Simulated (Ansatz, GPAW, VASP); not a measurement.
# TiCo: programs and potentials compared

```
Co Ti
1.0
     2.98611    0.00000    0.00000
     0.00000    2.98611    0.00000
     0.00000    0.00000    2.98611
Co Ti
1 1
Direct
  0.50000 0.50000 0.50000
  0.00000 0.00000 0.00000
```

The cell comes from a database or a generator and needn't be the stable form of this composition.

Alike in all runs: task single point; functional PBE; k mesh 9 × 9 × 9; occupations gaussian, width 0.1 eV; collinear spin, ferromagnetic start; no spin-orbit coupling. Pressure is positive in compression and, in plane waves, holds the error of the finite cutoff.

```tsv
program and potentials	plane-wave cutoff (eV)	notes	pressure (GPa)	net moment per atom (μB)
Ansatz, all-electron LAPW, scalar-relativistic	-	-	-0.50	0.42
GPAW, GPAW PAW data sets (gpaw-data 1.2.1)	600	-	?	?
VASP, PBE PAW files Co_GW, Ti_sv_GW, 550 eV	550	-	-2.00	0.40
```

Task: Estimate from the other rows what the run with GPAW, GPAW PAW data sets (gpaw-data 1.2.1) gave.

Result: Pressure -1.03 GPa; net moment per atom 0.41 μB. The other rows, which needn't bracket it: pressure -2.00 to -0.50; net moment per atom 0.40 to 0.42.
